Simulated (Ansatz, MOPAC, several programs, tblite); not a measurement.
Energy against volume for CuI (NiAs type), at fixed shape and fractional coordinates, computed by several methods (PBE and r2SCAN, where shown, with plane waves in Ansatz); the cell shown is that of r2SCAN. With free coordinates or axes held, a curve is too stiff, and on another method's shape its minimum isn't the method's own volume. The symmetry is P6_3/mmc (No. 194, hexagonal); conventional cell a = 4.147 Å, c = 6.336 Å, 23.60 Å³ an atom. Cu has 6 I at 2.87 Å; I has 6 Cu at 2.87 Å. Simulation only: spin-unpolarised, and no claim that this is the phase found in nature. Energies count from each curve's lowest point; fits are third-order Birch-Murnaghan.

```
Cu I
1.0
     4.14734    0.00000    0.00000
    -2.07367    3.59170    0.00000
     0.00000    0.00000    6.33636
Cu I
2 2
Direct
  0.00000 0.00000 0.00000
  0.00000 0.00000 0.50000
  0.33333 0.66667 0.25000
  0.66667 0.33333 0.75000
```

GFN2-xTB (tblite), on the shape of the cell shown, as a cluster of 72 atoms at the zone centre:
```
V (Å³/atom)  E (meV/atom)
     20.765         11.66
     22.181          0.00
     23.597         13.60
     25.012         45.98
     26.428         91.64
```
V₀ = 22.05 Å³ an atom and B₀ = 46 GPa.

light PBE (260 eV and a coarse mesh), on the shape of the cell shown:

| V (Å³/atom) | E (meV/atom) |
| --- | --- |
| 21.709 | 57.62 |
| 22.653 | 21.26 |
| 23.597 | 8.27 |
| 24.540 | 0.00 |
| 25.484 | 5.19 |
| 26.428 | 28.78 |

The points scatter about the fit by more than 0.3 meV an atom, since at so low a cutoff the number of plane waves jumps with the volume, so no fit is quoted.

**Question.** PM7 (MOPAC), on the shape of the cell shown, as a cluster of 72 atoms at the zone centre, gives
```csv
V (Å³/atom),E (meV/atom)
20.765,211.28
22.181,72.98
23.597,10.10
25.012,0.00
26.428,23.08
```
What equilibrium volume and bulk modulus follow?

**Answer.** V₀ = 24.67 Å³ an atom and B₀ = 74 GPa.

PBE, on the shape of its own relaxed cell:
```
V (Å³/atom)  E (meV/atom)
     22.485         13.90
     23.202          3.24
     23.920          0.00
     24.637          2.93
     25.355         10.97
```
V₀ = 23.92 Å³ an atom and B₀ = 46 GPa.

**Question.** GFN1-xTB (tblite), on the shape of the cell shown, as a cluster of 72 atoms at the zone centre, gives
```tsv
V (Å³/atom)	E (meV/atom)
20.765	194.08
22.181	70.75
23.597	11.90
25.012	0.00
26.428	22.37
```
What equilibrium volume and bulk modulus follow?

**Answer.** V₀ = 24.73 Å³ an atom and B₀ = 72 GPa.
